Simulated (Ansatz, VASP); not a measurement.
**Hf in VASP and in Ansatz**

File INCAR:

```
PREC = Accurate
ENCUT = 600
EDIFF = 1E-7
ISMEAR = 0
SIGMA = 0.1
LREAL = False
LASPH = True
NELM = 100
ALGO = Normal
ISIF = 3
LWAVE = False
LCHARG = False
GGA = PE
IBRION = 2
NSW = 100
EDIFFG = -0.005
```

KPOINTS

```
Automatic mesh
0
Gamma
  16 16 16
```

File POSCAR:

```
Hf
1.0
   -1.8050000000      1.8050000000      1.8050000000
    1.8050000000     -1.8050000000      1.8050000000
    1.8050000000      1.8050000000     -1.8050000000
Hf
1
Direct
    0.0000000000      0.0000000000      0.0000000000
```

Input for Ansatz:

```yaml
crystal:
  lattice:
    - [-1.805, 1.805, 1.805]
    - [1.805, -1.805, 1.805]
    - [1.805, 1.805, -1.805]
  atoms:
    - { symbol: Hf, position: [0.0, 0.0, 0.0] }
basis:
  ecutwfc: 420
kpoints:
  mp_grid: { grid: [16, 16, 16] }
hamiltonian:
  xc: pbe
scf:
  occupations: { method: gaussian, width: 0.1 }
output:
  forces: true
  stress: true
  eigenvalues: true
relax:
  adjacent_minimum: "off"
  f_tol: 0.005
  max_steps: 80
  cell: { stress_tol: 0.05 }
```

This isn't the form of Hf at room conditions, which is hcp.

Alike in both runs: task relaxation of cell and atoms; functional PBE; k mesh 16 × 16 × 16; occupations gaussian, width 0.1 eV; no spin polarisation.

|  | VASP | Ansatz |
| --- | --- | --- |
| version | VASP 6.6.1 | Ansatz 0.2.0 |
| potentials or method | VASP PAW PBE potentials, release 64 (Hf_pv) | scalar-relativistic, plane waves, PAW |
| plane-wave cutoff (eV) | 600 | 420 |
| valence electrons in the cell | 10 | 26 |

|  | VASP | Ansatz | Ansatz less VASP |
| --- | --- | --- | --- |
| gap on the k mesh at the Fermi level, each at its own relaxed structure (eV) | none | none | - |
| relaxed volume (Å³/atom) | 22.19 | 22.27 | +0.075 |
| relaxed cell length with the largest relative difference (Å) | 3.066 | 3.070 | +0.0035 |
| energy change over the relaxation (meV/atom) | -23 | -21 | +2.7 |

A gap of «none» marks a metal or a gap that the smearing closes. The two sets of potentials don't hold the same shells in valence.

The runs have no spin-orbit coupling, so splittings on Hf are missing.
